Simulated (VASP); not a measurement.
Here is a VASP 6.6.1 calculation.

The input INCAR:

```
ALGO = Normal ; EDIFF = 1E-7
EDIFFG = -0.005 ; ENCUT = 600
GGA = PE ; IBRION = 2
ISIF = 3 ; ISMEAR = 1
KPAR = 2 ; LASPH = True
LCHARG = False ; LREAL = False
LWAVE = False ; NELM = 80
NSW = 90 ; PREC = Accurate
SIGMA = 0.1
```

Contents of KPOINTS:

```
k-points
0
Gamma
  16 16 16
```

The input POSCAR:

```
Rh                                      
1.0
   -0.0000000000      1.9151000110      1.9151000110
    1.9151000110     -0.0000000000      1.9151000110
    1.9151000110      1.9151000110      0.0000000000
  Rh            
     1
Direct
     0.0000000000000000    0.0000000000000000    0.0000000000000000
```

Potentials or basis: VASP PAW PBE potentials, release 64 (Rh_pv).

The run is started by

```bash
$ cat potpaw_PBE.64/Rh_pv/POTCAR > POTCAR
$ mpirun -np 2 vasp_std > vasp.out
```

Predict the space group after relaxing (to 0.05 Å).

Fm-3m (No. 225).

What does it give for the band gap on the k mesh?

None (metal or under the smearing width).

Estimate the relaxed volume.

14.04 Å³/atom.

Final structure:
```xyz
1
Lattice="0.0000 1.9147 1.9147 1.9147 0.0000 1.9147 1.9147 1.9147 0.0000" Properties=species:S:1:pos:R:3 pbc="T T T"
Rh    0.0000    0.0000    0.0000
```
